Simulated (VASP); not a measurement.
Write the native input for VASP 6.6.1 that does the following.

```
Task                   : single point
Functional             : PBE
Dispersion             : D3(BJ)
Potentials or basis    : VASP PAW PBE potentials, release 64 (Se)
Cutoff                 : 520 eV
k mesh                 : 18 × 18 × 18
Occupations            : gaussian, width 0.15 eV
Spin                   : no spin polarisation
Dipole correction      : no
Further INCAR settings : ALGO = Fast; EDIFF = 1e-07; NBANDS = 9
```

The structure of Se lies in POSCAR:

```
Se
1.0
    2.9670191712      0.0000000000      0.0000000000
    0.0000000000      2.9670191712      0.0000000000
    0.0000000000      0.0000000000      2.5219662955
Se
1
Direct
    0.0000000000      0.0000000000      0.0000000000
```

This isn't the form of Se at room conditions, which is trigonal, of chains.

The input as run:

INCAR

```
SYSTEM = Se
PREC = Accurate
ENCUT = 520
EDIFF = 1E-7
ISMEAR = 0
SIGMA = 0.15
LREAL = .FALSE.
LASPH = .TRUE.
NELM = 100
ALGO = Fast
ISIF = 2
LWAVE = .FALSE.
LCHARG = .FALSE.
GGA = PE
IVDW = 12
NBANDS = 9
```

KPOINTS

```
Automatic mesh
0
G
  18 18 18
  0 0 0
```

Potentials or basis: VASP PAW PBE potentials, release 64 (Se).

Run with:

```sh
$ cat potpaw_PBE.64/Se/POTCAR > POTCAR
$ mpirun -np 1 vasp_std > vasp.out
```

Results of the run:

* Pressure: 2.0 GPa
* Band gap on the k mesh: none (metal or under the smearing width)
* Dispersion energy per atom: -0.395 eV

Caveat: pairwise dispersion overbinds metals, which lowers pressure and volume.

Wall time 42 s on 1 thread of AMD EPYC 9R45 (Zen 5), on a shared host, peak memory 0.19 GiB.
